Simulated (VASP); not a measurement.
ZrB2: density of states with PBE

Crystal: ZrB2.

```
CELL_PARAMETERS angstrom
3.16500 0.00000 0.00000
-1.58250 2.74097 0.00000
0.00000 0.00000 3.52000
ATOMIC_POSITIONS crystal
Zr 0.00000 0.00000 0.00000
B 0.33333 0.66667 0.50000
B 0.66667 0.33333 0.50000
```

```yaml
Program: VASP 6.6.1
Task: density of states
Functional: PBE
Potentials_or_basis: VASP PAW PBE potentials, release 64 (Zr_sv, B)
Cutoff: 520 eV
k_mesh: 12 × 12 × 9
Occupations: fermi-dirac, width 0.05 eV
Spin: no spin polarisation
Dipole_correction: no
k_mesh_for_the_DOS: 18 × 18 × 14
Occupations_for_the_DOS: tetrahedron
Further_INCAR_settings: ALGO = Normal; EDIFF = 1e-06; NBANDS = 16
```

```
Valence electrons inside the program's atomic spheres : Zr 9.98; B 1.91
```

Levels at points of the mesh, in eV from the Fermi level:
| k point | band 7 | band 8 | band 9 | band 10 | band 11 | band 12 |
| --- | --- | --- | --- | --- | --- | --- |
| (0.00, 0.00, 0.00) | -2.79 | -2.72 | -2.46 | 3.30 | 3.30 | 4.10 |
| (0.50, 0.00, 0.00) | -4.03 | -3.20 | -2.83 | 2.12 | 2.20 | 4.83 |
| (0.00, 0.00, 0.50) | -1.10 | -1.10 | 0.18 | 0.18 | 0.66 | 0.66 |
| (0.50, 0.00, 0.50) | -4.77 | -4.28 | -2.12 | 3.67 | 3.98 | 5.21 |

States per cell in windows of 1 eV (zero at the Fermi level; states under -8 eV left out):
| from (eV) | total | Zr1_d | B2_p | B3_p | B2_s | B3_s | Zr1_s |
| --- | --- | --- | --- | --- | --- | --- | --- |
| -8.0 | 0.65 | 0.05 | 0.07 | 0.07 | 0.09 | 0.09 | 0.01 |
| -7.0 | 0.56 | 0.06 | 0.08 | 0.08 | 0.05 | 0.05 | 0.02 |
| -6.0 | 0.83 | 0.09 | 0.15 | 0.15 | 0.03 | 0.03 | 0.04 |
| -5.0 | 1.28 | 0.18 | 0.24 | 0.24 | 0.02 | 0.02 | 0.03 |
| -4.0 | 2.04 | 0.41 | 0.35 | 0.35 | 0.01 | 0.01 | 0.02 |
| -3.0 | 1.49 | 0.44 | 0.19 | 0.19 | 0.00 | 0.00 | 0.00 |
| -2.0 | 0.73 | 0.33 | 0.06 | 0.06 | 0.00 | 0.00 | 0.00 |
| -1.0 | 0.22 | 0.11 | 0.01 | 0.01 | 0.00 | 0.00 | 0.00 |
| 0.0 | 0.56 | 0.28 | 0.04 | 0.04 | 0.00 | 0.00 | 0.00 |
| 1.0 | 1.15 | 0.56 | 0.09 | 0.09 | 0.01 | 0.01 | 0.01 |
| 2.0 | 1.27 | 0.73 | 0.07 | 0.07 | 0.01 | 0.01 | 0.01 |
| 3.0 | 1.57 | 0.95 | 0.09 | 0.09 | 0.02 | 0.02 | 0.01 |
| 4.0 | 1.90 | 1.19 | 0.09 | 0.09 | 0.04 | 0.04 | 0.02 |
| 5.0 | 1.37 | 0.68 | 0.11 | 0.11 | 0.05 | 0.05 | 0.02 |
| 6.0 | 1.75 | 0.69 | 0.17 | 0.17 | 0.08 | 0.08 | 0.05 |
| 7.0 | 1.41 | 0.40 | 0.15 | 0.15 | 0.09 | 0.09 | 0.07 |

Wall time 35 s on 1 thread of Intel(R) Xeon(R) 6975P-C (Granite Rapids), with other jobs on the host, peak memory 0.25 GiB.
